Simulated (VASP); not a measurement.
# SnSe (Pnma) in VASP: a series of runs

The runs below take SnSe through relaxation of cell and atoms, with LDA, PBE, PBEsol.

Program: VASP 6.6.1. These are calculated values, not measurements. Logs are shortened: lines on timing, memory, paths and dates and some standing lists are left out, and cuts for length are marked.

### 1 The crystal as given

It takes space group Pnma (No. 62, orthorhombic). Conventional cell: a = 11.500 Å, b = 4.153 Å, c = 4.445 Å, α = 90.00°, β = 90.00°, γ = 90.00°. Se (site symmetry m) has 3 Sn at 2.75 to 2.79 Å as nearest neighbours. Sn (site symmetry m) has 3 Se at 2.75 to 2.79 Å as nearest neighbours.

The cell was built by a generator and needn't be a form met in nature.

### 2 Relaxation of cell and atoms, LDA

INCAR

```
SYSTEM = SnSe
  ALGO = Fast
  EDIFF = 1E-6
  EDIFFG = -0.02
  ENCUT = 600
  IBRION = 2
  ISIF = 3
  ISMEAR = 0
  LASPH = .True.
  LCHARG = .False.
  LREAL = .False.
  LWAVE = .False.
  NELM = 100
  NSW = 40
  PREC = Accurate
  SIGMA = 0.03
```

KPOINTS

```
k-points
0
Gamma
  3 8 8
  0 0 0
```

POSCAR

```
SnSe
1.0
   11.5000000000      0.0000000000      0.0000000000
    0.0000000000      4.1530000000      0.0000000000
    0.0000000000      0.0000000000      4.4450000000
Se Sn
4 4
Direct
    0.8553000000      0.2500000000      0.4820000000
    0.6447000000      0.7500000000      0.9820000000
    0.1447000000      0.7500000000      0.5180000000
    0.3553000000      0.2500000000      0.0180000000
    0.1182000000      0.2500000000      0.1035000000
    0.3818000000      0.7500000000      0.6035000000
    0.8818000000      0.7500000000      0.8965000000
    0.6182000000      0.2500000000      0.3965000000
```

Potentials or basis: VASP PAW LDA potentials, release 64 (Se, Sn_d).

Command:

```
cat potpaw_LDA.64/Se/POTCAR potpaw_LDA.64/Sn_d/POTCAR > POTCAR
mpirun -np 1 vasp_std > vasp.out
```

OUTCAR:

```text
SYSTEM = SnSe
   EDIFF = 1E-6
   EDIFFG = -0.02
   ENCUT = 600
   IBRION = 2
   ISIF = 3
   ISMEAR = 0
   LASPH = .True.
   LREAL = .False.
   NELM = 100
   NSW = 40
   PREC = Accurate

 ion  position               nearest neighbor table
   1  0.855  0.250  0.482-   8 2.75   7 2.79   7 2.79
   2  0.645  0.750  0.982-   7 2.75   8 2.79   8 2.79
   3  0.145  0.750  0.518-   6 2.75   5 2.79   5 2.79
   4  0.355  0.250  0.018-   5 2.75   6 2.79   6 2.79
   5  0.118  0.250  0.103-   4 2.75   3 2.79   3 2.79   7 3.54   7 3.54
   6  0.382  0.750  0.603-   3 2.75   4 2.79   4 2.79   8 3.54   8 3.54
   7  0.882  0.750  0.897-   2 2.75   1 2.79   1 2.79   5 3.54   5 3.54
   8  0.618  0.250  0.397-   1 2.75   2 2.79   2 2.79   6 3.54   6 3.54

  LATTYP: Found a simple orthorhombic cell.
 ALAT       =     4.1530000000
 B/A-ratio  =     1.0703106188
 C/A-ratio  =     2.7690825909

  Lattice vectors:

 A1 = (   0.0000000000,   4.1530000000,   0.0000000000)
 A2 = (   0.0000000000,   0.0000000000,   4.4450000000)
 A3 = (  11.5000000000,   0.0000000000,   0.0000000000)

Analysis of symmetry for initial positions (statically):
=====================================================================
 Subroutine PRICEL returns:
 Original cell was already a primitive cell.

 Routine SETGRP: Setting up the symmetry group for a
 simple orthorhombic supercell.

 Subroutine GETGRP returns: Found  8 space group operations
 (whereof  2 operations were pure point group operations)
 out of a pool of  8 trial point group operations.

The static configuration has the point symmetry S_2 .
 The point group associated with its full space group is D_2h.

Analysis of symmetry for dynamics (positions and initial velocities):
=====================================================================
 Subroutine PRICEL returns:
 Original cell was already a primitive cell.

 Routine SETGRP: Setting up the symmetry group for a
 simple orthorhombic supercell.

 Subroutine GETGRP returns: Found  8 space group operations
 (whereof  2 operations were pure point group operations)
 out of a pool of  8 trial point group operations.

The dynamic configuration has the point symmetry S_2 .
 The point group associated with its full space group is D_2h.

 Subroutine INISYM returns: Found  8 space group operations
 (whereof  2 operations are pure point group operations),
 and found     1 'primitive' translations

----------------------------------------------------------------------------------------

                                     Primitive cell

  volume of cell :     212.2910

  direct lattice vectors                    reciprocal lattice vectors
    11.500000000  0.000000000  0.000000000     0.086956522  0.000000000  0.000000000
     0.000000000  4.153000000  0.000000000     0.000000000  0.240789791  0.000000000
     0.000000000  0.000000000  4.445000000     0.000000000  0.000000000  0.224971879

  length of vectors
    11.500000000  4.153000000  4.445000000     0.086956522  0.240789791  0.224971879

  position of ions in fractional coordinates (direct lattice)
     0.855300000  0.250000000  0.482000000
     0.644700000  0.750000000  0.982000000
     0.144700000  0.750000000  0.518000000
     0.355300000  0.250000000  0.018000000
     0.118200000  0.250000000  0.103500000
     0.381800000  0.750000000  0.603500000
     0.881800000  0.750000000  0.896500000
     0.618200000  0.250000000  0.396500000

  ion indices of the primitive-cell ions
   primitive index   ion index
                 1           1
                 2           2
                 3           3
                 4           4
                 5           5
                 6           6
                 7           7
                 8           8

----------------------------------------------------------------------------------------

 KPOINTS: k-points

Automatic generation of k-mesh.
 Grid dimensions read from file:
 generate k-points for:    3    8    8

 Generating k-lattice:

[... 46 lines left out ...]
  Fermi-wavevector in a.u.,A,eV,Ry     =   1.182481  2.234566 19.024513  1.398262
  Thomas-Fermi vector in A             =   2.318735
   LORBIT       =      0    0 simple, 1 ext, 2 COOP (PROOUT), +10 PAW based schemes
   GGA     = CA    functional components
   LHFCALC =     F    Hartree Fock is set to
   AEXX    =    0.0000 exact exchange contribution
   IVDW    =     0    specifies the selected vdW correction
   LEPSILON=     F    determine dielectric tensor
   LRPA    =     F    only Hartree local field effects (RPA)
 conjugate gradient relaxation of ions
 non-spin polarized calculation
 RMM-DIIS sequential band-by-band and
 Gauss-broadening in eV      SIGMA  =   0.03
  energy-cutoff  :      600.00
  volume of cell :      212.29
 maximum number of plane-waves:      7134
 NGX is ok and might be reduce to    96
   NGX = 45   NGY = 17   NGZ = 17

--------------------------------------- Ionic step        1  -------------------------------------------

 number of electron      80.0000006 magnetization

 Free energy of the ion-electron system (eV)
  ---------------------------------------------------
  ext. energy  EPLUGINS =         0.00000000
  ---------------------------------------------------
  free energy    TOTEN  =       -37.94901734 eV

  energy without entropy =      -37.94901734  energy(sigma->0) =      -37.94901734

------------------------ aborting loop because EDIFF is reached ----------------------------------------

  FORCE on cell =-STRESS in cart. coord.  units (eV):
  Direction    XX          YY          ZZ          XY          YZ          ZX
  --------------------------------------------------------------------------------------
  -------------------------------------------------------------------------------------
  Total       -2.3814566     -2.5516075     -2.5570837      0.0000000      0.0000000      0.0000000
  in kB      -17.9730474    -19.2571898    -19.2985192      0.0000000      0.0000000      0.0000000
  external PRESSURE =     -18.8429188 kB  Pullay stress =       0.0000000 kB
[... 107 lines left out ...]
  FREE ENERGIE OF THE ION-ELECTRON SYSTEM (eV)
  ---------------------------------------------------
  free  energy   TOTEN  =       -37.9916330084 eV

  energy  without entropy=      -37.9916330084  energy(sigma->0) =      -37.99163301

[... ionic steps 4 to 9 ...]

--------------------------------------- Ionic step       10  -------------------------------------------

 number of electron      80.0000017 magnetization

------------------------ aborting loop because EDIFF is reached ----------------------------------------
[... 79 lines left out ...]
--------------------------------------- Ionic step       12  -------------------------------------------

 number of electron      80.0000020 magnetization

 Free energy of the ion-electron system (eV)
  ---------------------------------------------------
  ext. energy  EPLUGINS =         0.00000000
  ---------------------------------------------------
  free energy    TOTEN  =       -38.01547197 eV

  energy without entropy =      -38.01547197  energy(sigma->0) =      -38.01547197

 E-fermi :   6.2148     XC(G=0): -10.2620

 val. band max:        6.0030255210   @ k =   0.0000   0.0000   0.3750
 cond. band min:       6.4482166646   @ k =   0.0000   0.0000   0.0000
 fundamental gap:      0.4451911436
 Fermi energy:         6.2147973688

 k-point     1 :       0.0000    0.0000    0.0000
  band No.  band energies     occupation
      1     -15.3177      2.00000
      2     -15.2960      2.00000
      3     -15.2928      2.00000
      4     -15.2885      2.00000
      5     -15.2869      2.00000
      6     -15.2865      2.00000
[... 1213 lines left out ...]
     47       9.4469      0.00000
     48       9.7009      0.00000

 [... further k-points ...]

------------------------ aborting loop because EDIFF is reached ----------------------------------------

  FORCE on cell =-STRESS in cart. coord.  units (eV):
  Direction    XX          YY          ZZ          XY          YZ          ZX
  --------------------------------------------------------------------------------------
  -------------------------------------------------------------------------------------
  Total        0.0965954      0.0461095      0.1135129      0.0000000      0.0000000      0.0000000
  in kB        0.7688600      0.3670125      0.9035167      0.0000000      0.0000000      0.0000000
  external PRESSURE =       0.6797964 kB  Pullay stress =       0.0000000 kB
[... 23 lines left out ...]
  FREE ENERGIE OF THE ION-ELECTRON SYSTEM (eV)
  ---------------------------------------------------
  free  energy   TOTEN  =       -38.0154719677 eV

  energy  without entropy=      -38.0154719677  energy(sigma->0) =      -38.01547197

 reached required accuracy - stopping structural energy minimisation
```

Wall time 54 min (1 thread of Intel Xeon 6975P-C (Granite Rapids), shared host); peak memory 0.6 GiB.

Results:

```yaml
Free_energy: -38.0155 eV
Relaxed_volume: 25.16 Å³/atom
Relaxed_cell: a = 11.304 Å, b = 4.115 Å, c = 4.327 Å, α = 90.00°, β = 90.00°, γ = 90.00°
Space_group_after_relaxing_to_0.05_Å: Pnma (No. 62)
Energy_gained_by_relaxing: 8.3 meV/atom
Ionic_steps: 12
Pressure_after_relaxing: 0.1 GPa
Largest_force_after_relaxing: 0.016 eV/Å
Band_gap_on_the_k_mesh: 0.45 eV, indirect (least direct gap 0.75 eV)
```

Forces on the atoms (eV/Å):
```
Se   0.000  0.000 -0.013
Se   0.000  0.000 -0.013
Se   0.000  0.000  0.013
Se   0.000  0.000  0.013
Sn   0.010  0.000 -0.012
Sn  -0.010  0.000 -0.012
Sn  -0.010  0.000  0.012
Sn   0.010  0.000  0.012
```

Step by step:
| step | energy change (eV) | largest force (eV/Å) | pressure (GPa) | volume (Å³) |
| --- | --- | --- | --- | --- |
| 1 | 0.0000 | 0.0327 | -1.88 | 212.29 |
| 2 | -0.0370 | 0.2518 | 0.76 | 202.85 |
| 3 | -0.0426 | 0.1702 | 0.00 | 205.30 |
| 4 | -0.0513 | 0.1291 | 0.00 | 204.44 |
| 5 | -0.0602 | 0.0734 | 0.03 | 203.07 |
| 6 | -0.0594 | 0.0821 | 0.16 | 200.35 |
| 7 | -0.0630 | 0.0514 | 0.07 | 201.85 |
| 8 | -0.0653 | 0.0228 | -0.09 | 201.91 |
| 9 | -0.0654 | 0.0172 | -0.06 | 201.90 |
| 10 | -0.0660 | 0.0114 | 0.04 | 201.47 |
| 11 | -0.0660 | 0.0196 | 0.09 | 201.09 |
| 12 | -0.0665 | 0.0158 | 0.07 | 201.29 |

Final structure:
```yaml
crystal:
  lattice:
    - [11.30375, 0.00000, 0.00000]
    - [0.00000, 4.11524, 0.00000]
    - [0.00000, 0.00000, 4.32715]
  atoms:
    - { symbol: Se, position: [0.85728, 0.25000, 0.47542] }
    - { symbol: Se, position: [0.64272, 0.75000, 0.97542] }
    - { symbol: Se, position: [0.14272, 0.75000, 0.52458] }
    - { symbol: Se, position: [0.35728, 0.25000, 0.02458] }
    - { symbol: Sn, position: [0.11607, 0.25000, 0.09825] }
    - { symbol: Sn, position: [0.38393, 0.75000, 0.59825] }
    - { symbol: Sn, position: [0.88393, 0.75000, 0.90175] }
    - { symbol: Sn, position: [0.61607, 0.25000, 0.40175] }
```

Caveat: spin-orbit coupling is left out, which moves the levels of the heavy elements; an odd mesh through Γ misses points on the zone boundary, where band edges often lie.

### 3 Relaxation of cell and atoms, PBE

INCAR

```
SYSTEM = SnSe
ALGO = Normal
EDIFF = 1E-6
EDIFFG = -0.01
ENCUT = 600
GGA = PE
IBRION = 2
ISIF = 3
ISMEAR = 0
LASPH = .True.
LCHARG = .False.
LREAL = .False.
LWAVE = .False.
NELM = 60
NSW = 40
PREC = Accurate
SIGMA = 0.03
```

KPOINTS is that of step 2.

POSCAR is that of step 2.

Potentials or basis: VASP PAW PBE potentials, release 64 (Se, Sn_d).

Command:

```
cat potpaw_PBE.64/Se/POTCAR potpaw_PBE.64/Sn_d/POTCAR > POTCAR
mpirun -np 1 vasp_std > vasp.out
```

Wall time 2 h (1 thread of Intel Xeon Platinum 8488C (Sapphire Rapids), shared host); peak memory 0.7 GiB.

It converged, with:

```
Free energy                            : -32.8832 eV
Relaxed volume                         : 28.27 Å³/atom
Relaxed cell                           : a = 11.787 Å, b = 4.214 Å, c = 4.553 Å, α = 90.00°, β = 90.00°, γ = 90.00°
Space group after relaxing (to 0.05 Å) : Pnma (No. 62)
Energy gained by relaxing              : 11.0 meV/atom
Ionic steps                            : 24
Pressure after relaxing                : 0.0 GPa
Largest force after relaxing           : 0.009 eV/Å
Band gap on the k mesh                 : 0.69 eV, indirect (least direct gap 0.94 eV)
```

Forces on the atoms (eV/Å):
```
Se  -0.004  0.000 -0.001
Se   0.004  0.000 -0.001
Se   0.004  0.000  0.001
Se  -0.004  0.000  0.001
Sn  -0.009  0.000  0.002
Sn   0.009  0.000  0.002
Sn   0.009  0.000 -0.002
Sn  -0.009  0.000 -0.002
```

Step by step:
```
step  energy change (eV)  largest force (eV/Å)  pressure (GPa)  volume (Å³)
   1              0.0000                0.1545            2.49       212.29
   2             -0.0617                0.2317           -0.75       225.19
   3             -0.0720                0.1305            0.06       221.52
   4             -0.0757                0.1100            0.06       222.12
   5             -0.0816                0.0616            0.04       223.59
   6             -0.0819                0.0671            0.03       226.54
   7             -0.0837                0.0318            0.03       225.10
   8             -0.0858                0.0295           -0.02       226.18
   9             -0.0858                0.0251           -0.02       226.06
  10             -0.0865                0.0207            0.02       226.08
  11             -0.0867                0.0195            0.05       226.10
  12             -0.0867                0.0195            0.05       226.10
  13             -0.0867                0.0193           -0.09       226.76
  14             -0.0868                0.0115           -0.01       226.44
  15             -0.0868                0.0107           -0.03       226.47
  16             -0.0869                0.0110           -0.02       226.43
  17             -0.0872                0.0121           -0.01       226.32
  18             -0.0873                0.0161            0.00       226.09
  19             -0.0875                0.0119            0.02       226.07
  20             -0.0875                0.0128            0.02       226.05
  21             -0.0875                0.0191            0.03       226.02
  22             -0.0875                0.0159            0.01       226.03
  23             -0.0876                0.0123            0.02       226.07
  24             -0.0877                0.0090            0.01       226.14
```

Final structure:
```yaml
crystal:
  lattice:
    - [11.78672, 0.00000, 0.00000]
    - [0.00000, 4.21403, 0.00000]
    - [0.00000, 0.00000, 4.55283]
  atoms:
    - { symbol: Se, position: [0.85521, 0.25000, 0.47782] }
    - { symbol: Se, position: [0.64479, 0.75000, 0.97782] }
    - { symbol: Se, position: [0.14479, 0.75000, 0.52218] }
    - { symbol: Se, position: [0.35521, 0.25000, 0.02218] }
    - { symbol: Sn, position: [0.12172, 0.25000, 0.11228] }
    - { symbol: Sn, position: [0.37828, 0.75000, 0.61228] }
    - { symbol: Sn, position: [0.87828, 0.75000, 0.88772] }
    - { symbol: Sn, position: [0.62172, 0.25000, 0.38772] }
```

Levels at points of the mesh, in eV from the valence-band top:
| k point | band 37 | band 38 | band 39 | band 40 | band 41 | band 42 | band 43 | band 44 |
| --- | --- | --- | --- | --- | --- | --- | --- | --- |
| (0.00, 0.00, 0.00) | -1.47 | -1.12 | -0.63 | -0.44 | 0.82 | 2.81 | 2.99 | 3.05 |
| (0.00, 0.50, 0.00) | -0.89 | -0.89 | -0.77 | -0.77 | 1.13 | 1.13 | 1.25 | 1.25 |
| (0.00, 0.00, 0.50) | -0.72 | -0.72 | -0.22 | -0.22 | 1.28 | 1.28 | 1.64 | 1.64 |
| (0.00, 0.50, 0.50) | -2.09 | -2.09 | -1.28 | -1.28 | 2.66 | 2.66 | 3.05 | 3.05 |

Caveat: spin-orbit coupling is left out, which moves the levels of the heavy elements; an odd mesh through Γ misses points on the zone boundary, where band edges often lie; this functional lacks dispersion, which binds the layers, so the pressure and a relaxed spacing across them are unreliable.

### 4 Relaxation of cell and atoms, PBEsol

INCAR

```
SYSTEM = SnSe
PREC = Accurate ; ENCUT = 600
EDIFF = 1E-7 ; ISMEAR = 0
SIGMA = 0.03 ; LREAL = .FALSE.
LASPH = .TRUE. ; NELM = 100
ALGO = Normal ; ISIF = 3
LWAVE = .FALSE. ; LCHARG = .FALSE.
GGA = PS ; IBRION = 2
NSW = 60 ; EDIFFG = -0.02
```

KPOINTS

```
Automatic mesh
0
G
  3 8 8
  0 0 0
```

POSCAR is that of step 3.

Command:

```
cat potpaw_PBE.64/Se/POTCAR potpaw_PBE.64/Sn_d/POTCAR > POTCAR
mpirun -np 1 vasp_std > vasp.out
```

It took 29 min on 1 thread of Intel Xeon 6975P-C (Granite Rapids), shared host; peak memory 0.7 GiB.

Results (log left out):

| Item | Value |
| --- | --- |
| Free energy | -35.9283 eV |
| Relaxed volume | 25.93 Å³/atom |
| Relaxed cell | a = 11.409 Å, b = 4.144 Å, c = 4.387 Å, α = 90.00°, β = 90.00°, γ = 90.00° |
| Space group after relaxing (to 0.05 Å) | Pnma (No. 62) |
| Energy gained by relaxing | 2.1 meV/atom |
| Ionic steps | 9 |
| Pressure after relaxing | 0.0 GPa |
| Largest force after relaxing | 0.013 eV/Å |
| Band gap on the k mesh | 0.53 eV, indirect (least direct gap 0.80 eV) |

Forces in eV/Å, atoms in the order of the input:
```
Se   0.007  0.000 -0.005
Se  -0.007  0.000 -0.005
Se  -0.007  0.000  0.005
Se   0.007  0.000  0.005
Sn   0.012  0.000 -0.005
Sn  -0.012  0.000 -0.005
Sn  -0.012  0.000  0.005
Sn   0.012  0.000  0.005
```

Stress tensor (GPa, compression positive):
```
 0.10  0.00  0.00
 0.00  0.02  0.00
 0.00  0.00 -0.07
```

The path:
| step | energy change (eV) | largest force (eV/Å) | pressure (GPa) | volume (Å³) |
| --- | --- | --- | --- | --- |
| 1 | 0.0000 | 0.0808 | -0.47 | 212.29 |
| 2 | -0.0058 | 0.1053 | 0.04 | 209.91 |
| 3 | -0.0062 | 0.1182 | 0.22 | 209.09 |
| 4 | -0.0110 | 0.0790 | 0.15 | 208.57 |
| 5 | -0.0150 | 0.0388 | 0.00 | 207.27 |
| 6 | -0.0151 | 0.0265 | 0.02 | 207.48 |
| 7 | -0.0159 | 0.0185 | -0.01 | 207.54 |
| 8 | -0.0160 | 0.0167 | -0.03 | 207.56 |
| 9 | -0.0164 | 0.0128 | 0.01 | 207.42 |

Final structure:
```
Se Sn
1.0
    11.40895    0.00000    0.00000
     0.00000    4.14426    0.00000
     0.00000    0.00000    4.38692
Se Sn
4 4
Direct
  0.85690 0.25000 0.47668
  0.64310 0.75000 0.97668
  0.14310 0.75000 0.52332
  0.35690 0.25000 0.02332
  0.11671 0.25000 0.09914
  0.38329 0.75000 0.59914
  0.88329 0.75000 0.90086
  0.61671 0.25000 0.40086
```

Levels at points of the mesh, in eV from the valence-band top:
```
           k point  band 38  band 39  band 40  band 41  band 42  band 43
(0.00, 0.00, 0.00)    -1.24    -0.74    -0.56     0.53     2.87     3.01
(0.00, 0.50, 0.00)    -1.01    -0.72    -0.72     0.88     0.88     1.36
(0.00, 0.00, 0.50)    -0.83    -0.25    -0.25     1.19     1.19     1.45
(0.00, 0.50, 0.50)    -2.41    -1.51    -1.51     2.58     2.58     3.01
```

Caveat: the PAW data sets were made with another functional, which shifts forces and pressure a little; spin-orbit coupling is left out, which moves the levels of the heavy elements; an odd mesh through Γ misses points on the zone boundary, where band edges often lie.

### 5 Summary

| level | potentials or basis | gap on the mesh (eV) | pressure (GPa) | relaxed volume (Å³/atom) | largest force (eV/Å) |
| --- | --- | --- | --- | --- | --- |
| LDA | VASP PAW LDA potentials, release 64 (Se, Sn_d) | 0.45 | 0.1 | 25.16 | 0.02 |
| PBE | VASP PAW PBE potentials, release 64 (Se, Sn_d) | 0.69 | 0.0 | 28.27 | 0.01 |
| PBEsol | VASP PAW PBE potentials, release 64 (Se, Sn_d) | 0.53 | 0.0 | 25.93 | 0.01 |

Alike in all rows: task relaxation of cell and atoms; no spin polarisation; cell relaxed; k mesh 3 × 8 × 8; cutoff (eV) 600; smearing gaussian 0.03 eV.

Caveats: spin-orbit coupling is left out, which moves the levels of the heavy elements; an odd mesh through Γ misses points on the zone boundary, where band edges often lie; this functional lacks dispersion, which binds the layers, so the pressure and a relaxed spacing across them are unreliable (some runs); the PAW data sets were made with another functional, which shifts forces and pressure a little (some runs).

Absolute energies hang on the potentials; compare differences alone.
